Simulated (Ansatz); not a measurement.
# GdN: the cost of one run

Method: DFT PBE+U (U_eff = 6 eV on Gd 4f), scalar-relativistic, plane waves, PAW, in Ansatz 0.2.0.

1 further run of the same task is left out (it didn't finish). Runs told in other sessions of the task aren't counted.

### 1 The structure to begin with

Symmetry: P6_3/mmc, No. 194, hexagonal system. The conventional cell has a = 3.476 Å, b = 3.476 Å, c = 6.115 Å, α = 90.00°, β = 90.00°, γ = 120.00°. Gd (site symmetry -3m) is surrounded by 6 N at 2.52 Å. N (site symmetry -6m2) has 6 Gd at 2.52 Å in its first shell of neighbours.

Structure file:

```xyz
4
Lattice="3.4760 0.0000 0.0000 -1.7380 3.0103 0.0000 0.0000 0.0000 6.1148" Properties=species:S:1:pos:R:3 pbc="T T T"
Gd    0.0000    0.0000    0.0000
Gd    0.0000    0.0000    3.0574
N     0.0000    2.0069    1.5287
N     1.7380    1.0034    4.5861
```

An earlier run at PBE+U (U_eff = 6 eV on Gd 4f) left this cell at 15.996 Å³/atom and 0.00 GPa (10×10×6 mesh).

The changes: atom 4 (N) moved 0.08 Å along y; strain e6 = +0.01, atoms carried along.

### 2 Atom 4 (N) moved 0.08 Å along y

The input, input.yaml:

```yaml
crystal:
  lattice:
    - [3.4759759491, 0.0, 0.0]
    - [-1.7379879745, 3.0102834748, 0.0]
    - [0.0, 0.0, 6.1148182391]
  atoms:
    - { symbol: Gd, position: [0.0, 0.0, 0.0], spin: 7.64 }
    - { symbol: Gd, position: [0.0, 0.0, 0.5], spin: 7.64 }
    - { symbol: "N", position: [0.3333333333, 0.6666666667, 0.25] }
    - { symbol: "N", position: [0.6799544518, 0.3599089036, 0.75] }
basis:
  ecutwfc: 420
  ecutrho_ratio: 4
kpoints:
  mp_grid: { grid: [10, 10, 6] }
hamiltonian:
  xc: pbe
  hubbard: { sites: [{ species: Gd, l: f, u_eff: 6.0 }] }
scf:
  occupations: { method: gaussian, width: 0.05 }
  lower_state_search: "off"
output:
  forces: true
  stress: true
  eigenvalues: true
  populations: true
  hubbard: { sites: [{ species: Gd, l: f }] }
  write_density: true
  write_potential: true
  elf: true
  volumetric_format: npy
magnetization:
  spin_polarized: true
checkpoint:
  read: start.run
  write: ck
  compress: false
  write_wavefunctions: false
  write_every: 100000
```

start.run holds the converged state of the cell before the atoms were moved.

Launch:

```console
ansatz run input.yaml --threads 2 --pin off --max-ram 2662MiB --backend cpu --events-out ev --progress --plain --runs-dir out
```

What time and memory should one allow on 2 threads of Arm Neoverse V2, shared host?

About 37 s, with a peak of 0.76 GiB.
